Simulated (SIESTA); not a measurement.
Ge under changes of volume

One of the cells (23.290 Å³/atom); the others are scaled copies at fixed shape and fractional positions:

```
CELL_PARAMETERS angstrom
4.02406 0.00000 0.00000
-2.01203 3.48494 0.00000
0.00000 0.00000 6.64308
ATOMIC_POSITIONS crystal
Ge 0.33333 0.66667 0.93710
Ge 0.66667 0.33333 0.43710
Ge 0.33333 0.66667 0.56290
Ge 0.66667 0.33333 0.06290
```

This isn't the form of Ge at room conditions, which is diamond.

```yaml
Program: SIESTA 5.4.2
Functional: PBEsol
Potentials_or_basis: PseudoDojo 0.4 standard (PBEsol files)
Basis: DZP (energy shift 0.003 Ry; two zetas on semicore shells)
Grid_cutoff: 800 Ry
Energy_shift: 0.003 Ry
k_mesh: 8 × 8 × 4
Occupations: fermi-dirac, width 0.05 eV
Spin: no spin polarisation
```

```tsv
volume (Å³/atom)	energy over the lowest point (meV/atom)	pressure (GPa)	largest force (eV/Å)
21.463	31.37	6.2	0.048
21.920	16.58	4.2	0.029
22.377	7.06	2.6	0.015
23.290	0.00	-0.1	0.038
23.747	?	?	?
24.203	8.11	-2.5	0.006
```

Q: What does the run at 23.747 Å³/atom give?

A: Energy over the lowest point 2.23 meV/atom; pressure -1.4 GPa; largest force 0.022 eV/Å.

Worked out: A Birch-Murnaghan fit of order 3 (a polynomial in V^(-2/3)) to the other rows has its minimum at 23.23 Å³/atom with B0 = V·E''(V) = 67 GPa and B' = 3.1 at fixed shape and positions, which overstates the stiffness. It gives 2.37 meV/atom at 23.747 Å³/atom, against the run's 2.23, and -dE/dV = -1.4 GPa, against -1.4.

Energies are extrapolated to zero smearing.

Caveats: the basis of atomic orbitals isn't converged, which shifts pressures, moduli and gaps.
